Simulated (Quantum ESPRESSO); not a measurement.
The system is KBr.

```
CELL_PARAMETERS angstrom
0.00000 3.30000 3.30000
3.30000 0.00000 3.30000
3.30000 3.30000 0.00000
ATOMIC_POSITIONS crystal
Br 0.50000 0.50000 0.50000
K 0.00000 0.00000 0.00000
```

Program: Quantum ESPRESSO 7.5. Alike in all runs: task dielectric tensor; no spin polarisation; cell as given; smearing fermi-dirac 0.05 eV.

**Question.** Order these runs on this cell by their pressure, lowest first.
A. level LDA; potentials or basis PseudoDojo 0.4.1 SR LDA standard; k mesh 8 × 8 × 8; cutoff (eV) 980; form of the LDA correlation PW92
B. level BLYP; potentials or basis PseudoDojo 0.4.1 SR PBE standard; k mesh 6 × 6 × 6, shifted; cutoff (eV) 1007
C. level WC; potentials or basis PseudoDojo 0.4.1 SR PBE standard; k mesh 6 × 6 × 6, shifted; cutoff (eV) 1007

**Answer.** A (-1.7 GPa), C (-0.1 GPa), B (1.5 GPa).

Caveats: the potentials were made for another functional, which shifts forces and pressure (some runs); on a mesh that holds Γ this program's dielectric tensor can be off by some percent beyond the error of the mesh (some runs).

Runs at the PBE level aren't shown here.
